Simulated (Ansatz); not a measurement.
Guessed and relaxed cells of Be5H

The guess for Be5H was made by a generator: random cell by space group and Wyckoff sites (I4/mmm, No. 139). Its size is a rough estimate.

start.xyz

```xyz
6
Lattice="-1.9140 1.9140 3.0093 1.9140 -1.9140 3.0093 1.9140 1.9140 -3.0093" Properties=species:S:1:pos:R:3 pbc="T T T"
Be    0.0000    1.9140    0.0000
Be    1.9140    0.0000    0.0000
Be    0.0000    0.0000    3.0093
Be    0.0000    1.9140    1.5047
Be    1.9140    0.0000    1.5047
H     0.0000    0.0000    0.0000
```

The calculation used Ansatz 0.2.0, DFT PBE, scalar-relativistic, plane waves, PAW. Cutoff 420 eV, Gaussian smearing, Γ-centred meshes. Cell and atoms relax first on a coarse mesh and then on a finer one. In between, the cell is made exact in the group found at 0.06 Å. In metals the finer mesh still leaves noise of several meV/atom or more. The steps can't lower the symmetry of their start. No spin polarisation.

end.xyz

```xyz
6
Lattice="-1.8926 1.8926 4.0780 1.8926 -1.8926 4.0780 1.8926 1.8926 -4.0780" Properties=species:S:1:pos:R:3 pbc="T T T"
Be    0.0000    1.8926    0.0000
Be    1.8926    0.0000    0.0000
Be    0.0000    0.0000    4.0780
Be    0.0000    1.8926    2.0390
Be    1.8926    0.0000    2.0390
H     0.0000    0.0000    0.0000
```

The symmetry stays I4/mmm (No. 139). The volume per atom grows by 32.5 %, from 7.3 to 9.7 Å³. The shortest distance goes from 1.50 Å (Be–Be) to 1.89 Å (Be–H and Be–Be). The ratio c/a of the conventional cell changes by a factor of 1.37. The energy falls by about 1.2 eV/atom (the start's value is from the coarse mesh).

- Volume per atom: 9.74 Å³
- Density: 1.31 g/cm³
- Formation energy: +1.00 eV/atom
- Gap on the 14×14×14 mesh of the 6-atom cell: 0 eV (a metal)

Formation energies are uncorrected and refer to the elements' standard structures at the same level (H₂ as a molecule). It can't be a ground state, since the elements alone are lower.

The last run used Gaussian smearing of 0.10 eV. The cell is a metal run without spin; a magnetic state may lie lower. With hydrogen, zero-point motion can shift formation energies by some tens of meV/atom. Symmetry constrained the relaxation, so the result can be a saddle point. In all, the 3 runs took 21 s on 1 thread of AMD EPYC 9R45 96-Core Processor (Zen 5), with other jobs on the host.
